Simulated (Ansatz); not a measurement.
## Te₂Mo: one input, then a changed one

The cell was built from the fluorite type and relaxed in the same program, and has space group Fm-3m; it needn't be a known or the stable phase.

First run: DFT, PBE, all-electron PAW with datasets made for the crystal, scalar-relativistic (Ansatz 0.2.0).

Command: `ansatz run input.yaml --threads 1 --pin off --max-ram 3072MiB --backend cpu --events-out ev --progress --plain --runs-dir out` The run took 29 s on 1 thread of Intel(R) Xeon(R) 6975P-C (Granite Rapids) (shared host).

```yaml
crystal:
  lattice:
    - [0.0, 3.3280778622, 3.3280778622]
    - [3.3280778622, 0.0, 3.3280778622]
    - [3.3280778622, 3.3280778622, 0.0]
  atoms:
    - { symbol: Mo, position: [0.0, 0.0, 0.0] }
    - { symbol: Te, position: [0.25, 0.25, 0.25] }
    - { symbol: Te, position: [0.75, 0.75, 0.75] }
kpoints:
  mp_grid: { grid: [11, 11, 11] }
  band_path:
    path:
      - [0.0, 0.0, 0.0]
      - [0.5, 0.0, 0.5]
      - [0.625, 0.25, 0.625]
      - [0.375, 0.375, 0.75]
      - [0.0, 0.0, 0.0]
      - [0.5, 0.5, 0.5]
      - [0.5, 0.25, 0.75]
      - [0.5, 0.0, 0.5]
    npoints: 8
scf:
  occupations: { method: fermi_dirac, width: 0.05 }
hamiltonian:
  xc: pbe
  pseudopotentials: { kind: all_electron, datasets: crystal }
output:
  forces: true
  stress: true
  eigenvalues: true
  efg: { contact_densities: true }
```

Result: converged; pressure -0.01 GPa; no gap on the k mesh; 8 SCF iterations.

Spin–orbit coupling is left out, though it moves levels of the heavy atoms by tenths of an eV or more.

The input is then changed:

```diff
@@ -23,4 +23,5 @@
 scf:
   occupations: { method: fermi_dirac, width: 0.05 }
+  algorithm: direct_min
 hamiltonian:
   xc: pbe
```

Task: What does the second run give?

Result: It was refused before any iteration. The program says:
```
Error: hamiltonian.pseudopotentials.datasets: crystal, beside a feature not held to (scf.algorithm: direct_min / scf.convergence.dm_fallback; scf.algorithm: direct_min) — the datasets of this kind: all_electron run are made for its crystal, and no such run has been held to what stands beside, or a reason given rules it out; change each as told or leave it out, or set another kind (and leave the keys of all_electron out)
```
